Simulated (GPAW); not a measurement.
## Mg in GPAW: convergence with grid spacing (A)

Input of the first run (grid spacing (A) 0.26); the others differ in this setting and in those tied to it:

run.py

```python
from ase.dft.bandgap import bandgap
from ase.io import read, write
from gpaw import GPAW

atoms = read('Mg.xyz')

calc = GPAW(mode='fd',
            h=0.26,
            xc='PBE',
            kpts={'size': (11, 11, 11), 'gamma': True},
            occupations={'name': 'fermi-dirac', 'width': 0.05},
            nbands=12,
            convergence={'density': 1e-05, 'energy': 1e-05},
            maxiter=100,
            txt='gpaw.txt')
atoms.calc = calc
energy = atoms.get_potential_energy()
forces = atoms.get_forces()
calc.write('gs.gpw')
write('result.traj', atoms)
print(f'Energy: {energy:.6f} eV')
print('Forces (eV/A):')
print(forces.round(4))
print('Fermi level:', round(calc.get_fermi_level(), 4), 'eV')
print(f'Gap: {bandgap(calc)[0]:.4f} eV, direct: {bandgap(calc, direct=True)[0]:.4f} eV')
```

File Mg.xyz:

```xyz
1
Lattice="-1.7727644967 1.7727644967 1.7727644967 1.7727644967 -1.7727644967 1.7727644967 1.7727644967 1.7727644967 -1.7727644967" Properties=species:S:1:pos:R:3 pbc="T T T"
Mg     0.0000000000      0.0000000000      0.0000000000
```

Potentials or basis: GPAW PAW data sets (gpaw-data 1.2.1), fd.

Launch:

```console
$ OMP_NUM_THREADS=1 python run.py
```

This isn't the form of Mg at room conditions, which is hcp.

Hardware: 1 thread of Intel(R) Xeon(R) Platinum 8488C (Sapphire Rapids), with other jobs on the host.

```
grid spacing (A)  energy less the tightest run, at zero smearing (meV/atom)  SCF cycles  CPU time (s)  peak memory (GiB)
            0.26                                                    -175.49           8           7.4               0.12
            0.23                                                     -34.36           9           8.7               0.15
             0.2                                                     -34.36           9           8.9               0.15
            0.18                                                     -34.36           9           8.7               0.15
            0.16                                                      -5.36          10            18                0.2
            0.14                                                      -5.36          10            18                0.2
            0.12                                                       0.00          10            32               0.28
```

Not settled before the last step: the energy (to 1 meV/atom). The tightest run that finished is the yardstick and may itself not be fully converged.

Caveat, for the tightest run too: the real-space grid adds noise to forces.
